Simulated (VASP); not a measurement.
Write the native input for VASP 6.6.1 that does the following.

| Property | Result |
| --- | --- |
| Task | single point |
| Functional | PBE |
| Potentials or basis | VASP PAW PBE potentials, release 64 (Se, In_d) |
| Cutoff | 520 eV |
| k mesh | 2 × 2 × 3 |
| Occupations | fermi-dirac, width 0.05 eV |
| Spin | no spin polarisation |
| Dipole correction | no |
| Further INCAR settings | LREAL = Auto; ALGO = Fast; EDIFF = 1e-07; NBANDS = 82 |

The structure of In7Se8 (a cell with a defect) lies in POSCAR:

```
In7Se8
1.0
   11.0195290000      0.0000000000      0.0000000000
    0.0000000000      8.2196480000      0.0000000000
    0.2251900000      0.0000000000      4.6043030000
Se In
8 7
Direct
    0.1468031430      0.2768622209      0.5408877305
    0.8524195568      0.2742085792      0.4583994581
    0.3413398525     -0.0003652225      0.0210248978
    0.6591444967     -0.0006849442      0.9689155992
    0.1467154336      0.7250845778      0.5384964890
    0.8525871033      0.7258993329      0.4589932504
    0.3920395101      0.4992367070      0.0093132446
    0.6083652366      0.4993162724      0.9799841583
    0.3791978098      0.2406958303      0.6190982653
    0.6205178226      0.2406791629      0.3690122045
    0.1116486735      0.0009723044      0.8408197723
    0.8884362628      0.0005924828      0.1525948662
    0.3792670087      0.7578307490      0.6202504483
    0.6203981195      0.7581093497      0.3686794722
    1.0001182293      0.5039045468      0.0156675180
```

One way to write it, as run:

INCAR

```
SYSTEM = In7Se8
  ALGO = Fast
  EDIFF = 1E-7
  ENCUT = 520
  GGA = PE
  ISIF = 2
  ISMEAR = -1
  LASPH = .True.
  LCHARG = .False.
  LREAL = Auto
  LWAVE = .False.
  NBANDS = 82
  NELM = 100
  PREC = Accurate
  SIGMA = 0.05
```

KPOINTS

```
k-points
0
Gamma
  2 2 3
  0 0 0
```

Potentials or basis: VASP PAW PBE potentials, release 64 (Se, In_d).

Command:

```console
$ cat potpaw_PBE.64/Se/POTCAR potpaw_PBE.64/In_d/POTCAR > POTCAR
$ mpirun -np 1 vasp_std > vasp.out
```

It gave:

```yaml
Pressure: 0.9 GPa
Largest_force: 0.044 eV/Å
Band_gap_on_the_k_mesh: none (metal or under the smearing width)
```

Caveat: the k mesh is coarse (spacing up to 0.45 Å⁻¹), so the values aren't converged.

Run time: 10 min on 1 thread of Intel(R) Xeon(R) Platinum 8488C (Sapphire Rapids), with other jobs on the host, peak memory 0.53 GiB.
